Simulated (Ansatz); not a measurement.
Ru under changes of volume

One of the cells (13.575 Å³/atom); the others are scaled copies at fixed shape and fractional positions:

```xyz
2
Lattice="2.7058 0.0000 0.0000 -1.3529 2.3433 0.0000 0.0000 0.0000 4.2819" Properties=species:S:1:pos:R:3 pbc="T T T"
Ru    1.3529    0.7811    3.2114
Ru    0.0000    1.5622    1.0705
```

| Quantity | Value |
| --- | --- |
| Program | Ansatz 0.2.0 |
| Functional | B3LYP5 |
| Potentials or basis | Ansatz PAW |
| Cutoff | 420 eV (not typed: the program's choice for these potentials) |
| k mesh | 6 × 6 × 3 |
| Occupations | fermi-dirac, width 0.05 eV |
| Spin | no spin polarisation |

```tsv
volume (Å³/atom)	energy over the lowest point (meV/atom)	pressure (GPa)
12.760	?	?
13.032	51.51	21.9
13.303	21.62	13.6
13.575	4.93	6.3
13.846	0.00	-0.3
14.118	5.55	-6.1
```

Question: What does the run at 12.760 Å³/atom give?

Answer: Energy over the lowest point 96.21 meV/atom; pressure 31.1 GPa.

Worked out: A Birch-Murnaghan fit of order 3 (a polynomial in V^(-2/3)) to the other rows has its minimum at 13.83 Å³/atom with B0 = V·E''(V) = 315 GPa and B' = 5.1 at fixed shape and positions, which overstates the stiffness. It gives 96.46 meV/atom at 12.760 Å³/atom, against the run's 96.21, and -dE/dV = 31.3 GPa, against 31.1.

Energies are extrapolated to zero smearing.

Caveats: all runs use coarse meshes; the PAW data sets come from PBE, with cores solved anew for the run's functional, which leaves a small shift of forces and pressure; the thresholds are loose for stress.
